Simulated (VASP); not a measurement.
# Ge (Cmcm) in VASP: a series of runs

The runs below take Ge through single point, with PBE.

All numbers are computed with VASP 6.6.1; they aren't measurements. Logs are shortened: lines on timing, memory, paths and dates and some standing lists are left out, and cuts for length are marked.

### 1 The crystal as given

Symmetry: Cmcm, No. 63, orthorhombic system. The conventional cell has a = 2.976 Å, b = 5.189 Å, c = 4.728 Å, α = 90.00°, β = 90.00°, γ = 90.00°. Ge (site symmetry m2m) has 12 Ge at 2.92 to 2.99 Å as nearest neighbours.

This isn't the form of Ge at room conditions, which is diamond.

### 2 Single point, PBE

File INCAR:

```
SYSTEM = Ge
PREC = Low
ENCUT = 450
EDIFF = 1E-6
ISMEAR = 0
SIGMA = 0.05
LREAL = .False.
LASPH = .True.
NELM = 100
ALGO = Normal
ISIF = 2
LWAVE = .False.
LCHARG = .False.
GGA = PE
ADDGRID = .False.
```

File KPOINTS:

```
regular mesh
0
Gamma
  6 6 4
  0 0 0
```

File POSCAR:

```
Ge
1.0
    1.4880529250     -2.5946896100      0.0000000000
    1.4880529250      2.5946896100      0.0000000000
    0.0000000000      0.0000000000      4.7275957900
Ge
2
Direct
    0.3592940000      0.6730280000      0.2256240000
    0.6679590000      0.3129580000      0.7530700000
```

Potentials or basis: VASP PAW PBE potentials, release 64 (Ge_d).

Run with:

```console
cat potpaw_PBE.64/Ge_d/POTCAR > POTCAR
mpirun -np 1 vasp_std > vasp.out
```

OUTCAR:

```text
SYSTEM = Ge
   PREC = Low
   ENCUT = 450
   EDIFF = 1E-6
   ISMEAR = 0
   LREAL = .False.
   LASPH = .True.
   NELM = 100
   ISIF = 2
   GGA = PE

 Found     76 irreducible k-points:

 Following reciprocal coordinates:
            Coordinates               Weight
  0.000000  0.000000  0.000000      1.000000
  0.166667  0.000000  0.000000      2.000000
  0.000000  0.166667  0.000000      2.000000
  0.333333  0.000000  0.000000      2.000000
  0.000000  0.333333  0.000000      2.000000
  0.500000  0.000000  0.000000      1.000000
   k-points           NKPTS =     76   k-points in BZ     NKDIM =     76   number of bands    NBANDS=     18
   number of dos      NEDOS =    301   number of ions     NIONS =      2
   total plane-waves  NPLWV =   7168
   dimension x,y,z NGX =    16 NGY =   16 NGZ =   28
   dimension x,y,z NGXF=    16 NGYF=   16 NGZF=   28
   ions per type =               2
   NGX,Y,Z   is equivalent  to a cutoff of   8.89,  8.89,  9.85 a.u.
   NGXF,Y,Z  is equivalent  to a cutoff of   8.89,  8.89,  9.85 a.u.
 SYSTEM =  Ge
   PREC   = low       normal or accurate (medium, high low for compatibility)
   ISTART =      0    job   : 0-new  1-cont  2-samecut
   ICHARG =      2    charge: 1-file 2-atom 10-const
   ISPIN  =      1    spin polarized calculation?
   LNONCOLLINEAR =      F non collinear calculations
   LSORBIT =      F    spin-orbit coupling
   LASPH  =      T    aspherical Exc in radial PAW
   ENCUT  =  450.0 eV  33.07 Ry    5.75 a.u.   5.17  5.17  8.18*2*pi/ulx,y,z
   NELM   =    100;   NELMIN=  2; NELMDL= -5     # of ELM steps
   EDIFF  = 0.1E-05   stopping-criterion for ELM
   LREAL  =      F    real-space projection
   EDIFFG = 0.1E-04   stopping-criterion for IOM
   NSW    =      0    number of steps for IOM
   IBRION =     -1    ionic relax: 0-MD 1-quasi-New 2-CG
   NFREE  =      0    steps in history (QN), initial steepest desc. (CG)
   ISIF   =      2    stress and relaxation
   ISYM   =      2    0-nonsym 1-usesym 2-fastsym
   POTIM  = 0.5000    time-step for ionic-motion
   TEBEG  =    0.0;   TEEND  =   0.0 temperature during run
   PSTRESS=    0.0 pullay stress
   NELECT =      28.0000    total number of electrons
   NUPDOWN=      -1.0000    fix difference up-down
   EMIN   =  10.00;   EMAX   =-10.00  energy-range for DOS
   EFERMI =   0.00;   METHOD = LEGACY
   ISMEAR =     0;   SIGMA  =   0.05  broadening in eV -4-tet -1-fermi 0-gaus
   EFERMI_NEDOS =   21; number of points for ismear=-14 and -15
   IALGO  =     38    algorithm
   IMIX   =      4    mixing-type and parameters
     AMIX     =   0.40;   BMIX     =  1.00
     AMIX_MAG =   1.60;   BMIX_MAG =  1.00
  volume/ion in A,a.u.               =      18.25       123.18
  Fermi-wavevector in a.u.,A,eV,Ry     =   1.498544  2.831837 30.553703  2.245634
  Thomas-Fermi vector in A             =   2.610289
   LORBIT       =      0    0 simple, 1 ext, 2 COOP (PROOUT), +10 PAW based schemes
   GGA     = PE    functional components
   LHFCALC =     F    Hartree Fock is set to
   AEXX    =    0.0000 exact exchange contribution
   IVDW    =     0    specifies the selected vdW correction
   LEPSILON=     F    determine dielectric tensor
   LRPA    =     F    only Hartree local field effects (RPA)
 non-spin polarized calculation
 Gauss-broadening in eV      SIGMA  =   0.05
  energy-cutoff  :      450.00
  volume of cell :       36.51
 maximum number of plane-waves:       808
   NGX = 11   NGY = 11   NGZ = 17

 number of electron      28.0000392 magnetization

 Free energy of the ion-electron system (eV)
  ---------------------------------------------------
  ext. energy  EPLUGINS =         0.00000000
  ---------------------------------------------------
  free energy    TOTEN  =        -8.28871666 eV

  energy without entropy =       -8.28617381  energy(sigma->0) =       -8.28744523

 E-fermi :   7.2575     XC(G=0): -11.4567

 val. band max:        7.2539782834   @ k =  -0.1667   0.3333  -0.2500
 cond. band min:       7.2609481970   @ k =  -0.1667  -0.1667   0.2500
 fundamental gap:      0.0069699136
 Fermi energy:         7.2574790848

 k-point     1 :       0.0000    0.0000    0.0000
  band No.  band energies     occupation
      1     -17.6151      2.00000
      2     -17.6123      2.00000
      3     -17.6110      2.00000
      4     -17.6086      2.00000
      5     -17.6082      2.00000
      6     -17.5922      2.00000
      7     -17.5814      2.00000
      8     -17.5685      2.00000
      9     -17.5108      2.00000
     10     -17.4928      2.00000
     11      -6.3621      2.00000
     12      -0.3961      2.00000
     13       1.5790      2.00000
     14      13.5389      0.00000
     15      13.8364      0.00000
     16      15.5698      0.00000
     17      16.0093      0.00000
     18      17.2633      0.00000

 k-point     2 :       0.1667    0.0000    0.0000
  band No.  band energies     occupation
      1     -17.6323      2.00000
      2     -17.6164      2.00000
      3     -17.6017      2.00000
      4     -17.5904      2.00000
      5     -17.5876      2.00000
      6     -17.5804      2.00000
      7     -17.5744      2.00000
      8     -17.5721      2.00000
      9     -17.5220      2.00000
     10     -17.4913      2.00000
     11      -5.7420      2.00000
     12       0.1694      2.00000
     13       2.2168      2.00000
     14       9.3713      0.00000
     15      11.8232      0.00000
     16      13.4522      0.00000
     17      15.8995      0.00000
     18      16.0629      0.00000

 k-point     3 :       0.0000    0.1667    0.0000
  band No.  band energies     occupation
      1     -17.6348      2.00000
      2     -17.6145      2.00000
      3     -17.5989      2.00000
      4     -17.5904      2.00000
      5     -17.5892      2.00000
      6     -17.5875      2.00000
      7     -17.5716      2.00000
      8     -17.5679      2.00000
      9     -17.5108      2.00000
     10     -17.5030      2.00000
     11      -5.7397      2.00000
     12       0.1657      2.00000
     13       2.2254      2.00000
     14       9.3071      0.00000
     15      11.8872      0.00000
     16      13.5514      0.00000
     17      15.7597      0.00000
     18      15.9680      0.00000

 k-point     4 :       0.3333    0.0000    0.0000
  band No.  band energies     occupation
      1     -17.6599      2.00000
      2     -17.6238      2.00000
      3     -17.6124      2.00000
      4     -17.6054      2.00000
      5     -17.5676      2.00000
      6     -17.5452      2.00000
      7     -17.5421      2.00000
      8     -17.5350      2.00000
      9     -17.5249      2.00000
     10     -17.4881      2.00000
     11      -3.8978      2.00000
     12       1.6503      2.00000
     13       4.0412      2.00000
     14       4.3250      2.00000
     15       9.2948      0.00000
     16      10.0715      0.00000
     17      11.8180      0.00000
     18      14.1267      0.00000

 k-point     5 :       0.0000    0.3333    0.0000
  band No.  band energies     occupation
      1     -17.6633      2.00000
      2     -17.6233      2.00000
      3     -17.6087      2.00000
      4     -17.6045      2.00000
      5     -17.5667      2.00000
      6     -17.5456      2.00000
      7     -17.5380      2.00000
      8     -17.5323      2.00000
      9     -17.5243      2.00000
     10     -17.4981      2.00000
     11      -3.8818      2.00000
     12       1.5953      2.00000
     13       4.1005      2.00000
     14       4.3295      2.00000
     15       9.3209      0.00000
     16      10.0956      0.00000
     17      11.5779      0.00000
     18      14.1543      0.00000

 k-point     6 :       0.5000    0.0000    0.0000
  band No.  band energies     occupation
      1     -17.6726      2.00000
      2     -17.6335      2.00000
      3     -17.6189      2.00000
      4     -17.6152      2.00000
      5     -17.5637      2.00000
      6     -17.5413      2.00000
      7     -17.5205      2.00000
      8     -17.5147      2.00000
      9     -17.5056      2.00000
     10     -17.4863      2.00000
     11      -1.5126      2.00000
     12       0.0495      2.00000
     13       4.7158      2.00000
     14       5.7490      2.00000
     15       6.1854      2.00000
     16       8.7990      0.00000
     17       9.4442      0.00000
     18      13.3926      0.00000

 [... further k-points ...]

------------------------ aborting loop because EDIFF is reached ----------------------------------------

  FORCE on cell =-STRESS in cart. coord.  units (eV):
  Direction    XX          YY          ZZ          XY          YZ          ZX
  --------------------------------------------------------------------------------------
  -------------------------------------------------------------------------------------
  Total        0.5078978      0.6324040      1.6635375      0.0878409     -0.0659459      0.0313632
  in kB       22.2901385     27.7543486     73.0077631      3.8550807     -2.8941730      1.3764392
  external PRESSURE =      41.0174167 kB  Pullay stress =       0.0000000 kB

 VOLUME and BASIS-vectors are now :
 -----------------------------------------------------------------------------
  energy-cutoff  :      450.00
  volume of cell :       36.51
      direct lattice vectors                 reciprocal lattice vectors
     1.488052925 -2.594689610  0.000000000     0.336009554 -0.192701277  0.000000000
     1.488052925  2.594689610  0.000000000     0.336009554  0.192701277  0.000000000
     0.000000000  0.000000000  4.727595790     0.000000000  0.000000000  0.211524006

 POSITION                                       TOTAL-FORCE (eV/Angst)
 -----------------------------------------------------------------------------------
      1.53615      0.81404      1.06666         0.015605      0.005236      0.359949
      1.45966     -0.92112      3.56021        -0.015605     -0.005236     -0.359949
 -----------------------------------------------------------------------------------
    total drift:                               -0.039031      0.021435      0.009924

  FREE ENERGIE OF THE ION-ELECTRON SYSTEM (eV)
  ---------------------------------------------------
  free  energy   TOTEN  =        -8.2887166586 eV

  energy  without entropy=       -8.2861738095  energy(sigma->0) =       -8.28744523
```

Wall time 6.6 s (1 thread of Intel Xeon 6975P-C (Granite Rapids), shared host); peak memory 0.13 GiB.

The run converged, but some of its settings lie outside the range that counts as converged, so its numbers aren't taken as properties of the crystal.

Results:

```
Free energy            : -8.2887 eV
Pressure               : 4.1 GPa
Largest force          : 0.360 eV/Å
Band gap on the k mesh : none (metal or under the smearing width)
```

Caveat: the k mesh is coarse (spacing up to 0.41 Å⁻¹), so the values aren't converged.

(Continued in part 2 of 2.)
